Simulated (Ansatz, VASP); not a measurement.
# One calculation of BN, two programs

```
B N
1.0
     0.00000    3.48243    2.16445
     1.25080    0.00000    2.16445
     1.25080    3.48243    0.00000
B N
1 1
Direct
  0.00007 0.00007 0.99993
  0.66663 0.66663 0.33337
```

Alike in both runs: functional r2SCAN; k mesh 12 × 12 × 12; occupations gaussian, width 0.02 eV; no spin polarisation.

Ansatz relaxed the structure, and its values are those at the end. VASP's run is a single point on that final structure, the one shown.

```csv
,VASP,Ansatz
version,VASP 6.6.1,Ansatz 0.2.0
potentials or method,"VASP PAW PBE potentials, release 64 (B, N)","scalar-relativistic, plane waves, PAW"
plane-wave cutoff (eV),520,500
valence electrons in the cell,8,8
```

```tsv
	VASP	Ansatz	Ansatz less VASP
gap on the k mesh at the Fermi level (eV)	4.34	4.32	-0.028
least direct gap on the mesh (eV)	5.24	5.18	-0.058
pressure (GPa)	0.4	0.0	-0.38
```

With one functional, cell and mesh, what is left measures potentials, basis and numerics.

Caveats: the PAW data sets were made with another functional, which shifts forces and pressure a little (VASP). A k mesh can miss the band edges. r2SCAN opens gaps a little over a GGA but as a rule still falls short of measured ones.
